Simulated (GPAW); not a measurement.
Crystal: SnTe.

```
CELL_PARAMETERS angstrom
0.00000 3.61115 3.61115
3.61115 0.00000 3.61115
3.61115 3.61115 0.00000
ATOMIC_POSITIONS crystal
Te 0.25000 0.25000 0.25000
Sn 0.00000 0.00000 0.00000
```

Measurements of this composition are mostly on another form, of space group No. 225.

```yaml
Program: GPAW 26.7.0
Task: single point
Functional: PBEsol
Potentials_or_basis: PAW data sets generated in the run's folder for this functional
Cutoff: 600 eV
Basis: pw
k_mesh: 7 × 7 × 7
Occupations: fermi-dirac, width 0.05 eV
Spin: no spin polarisation
```

On this cell: pressure -1.5 GPa; largest force zero by symmetry; band gap on the k mesh 0.28 eV, indirect (least direct gap 0.79 eV).

The same run follows on a disturbed copy (atoms moved at random, drawn with an rms of 0.05 Å):

```xyz
2
Lattice="0.0000 3.6111 3.6111 3.6111 0.0000 3.6111 3.6111 3.6111 0.0000" Properties=species:S:1:pos:R:3 pbc="T T T"
Te    1.7987    1.7773    1.8345
Sn   -0.0433    0.0023    0.0114
```

**Question.** What does the disturbed cell give?

**Answer.** The energy moves by +1.4 meV/atom; pressure -1.5 GPa; largest force 0.115 eV/Å; band gap on the k mesh 0.26 eV, indirect (least direct gap 0.79 eV).

Forces on the atoms (eV/Å):
```
Te  -0.082  0.069 -0.043
Sn   0.082 -0.069  0.043
```

Stress tensor (GPa, compression positive):
```
-1.49 -0.09  0.16
-0.09 -1.49 -0.19
 0.16 -0.19 -1.49
```

Caveats: spin-orbit coupling is left out, which moves the levels of the heavy elements; an odd mesh through Γ misses points on the zone boundary, where band edges often lie.
